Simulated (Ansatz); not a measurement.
# Br under strains and displacements

The calculation used Ansatz 0.2.0, DFT PBE, scalar-relativistic, plane waves, PAW.

Plane waves to 420 eV, a k mesh through Γ of 20×20×20 on the computed 1-atom cell and Gaussian smearing (0.10 eV); no spin polarisation.

Reference cell:

```
CELL_PARAMETERS angstrom
-1.28677 1.72000 3.57799
1.28677 -1.72000 3.57799
1.28677 1.72000 -3.57799
ATOMIC_POSITIONS crystal
Br 0.00000 0.00000 0.00000
```

Each variant moves atoms of this cell by the vectors given, if any (Å), and then applies a symmetric strain (tensor components, Cartesian axes). The reference cell isn't relaxed at this level. Energies are per atom at zero smearing, counted from the lowest variant. Pressure is positive in compression.

1. strain (xx yy zz yz xz xy, %) 1.16 -3.83 3.19 0.00 0.00 0.00
2. strain (xx yy zz yz xz xy, %) 2.32 -8.88 -2.08 0.00 0.00 0.00
3. strain (xx yy zz yz xz xy, %) -0.97 -0.36 2.33 0.00 0.00 0.00

(1) Order the variants by energy, lowest first.

(2) Order them by pressure, highest first.

Each cell of Br holds layers, chains or molecules, and where no dispersion correction was added their binding is poorly described. Spin polarisation was left out, and a magnetic state may lie lower.

## Answers

(1) 1 (0.0 meV/atom), 3 (10.3 meV/atom), 2 (31.2 meV/atom).

(2) 3 (2.14 GPa), 2 (2.06 GPa), 1 (1.14 GPa).

This form isn't the element's structure at ambient conditions.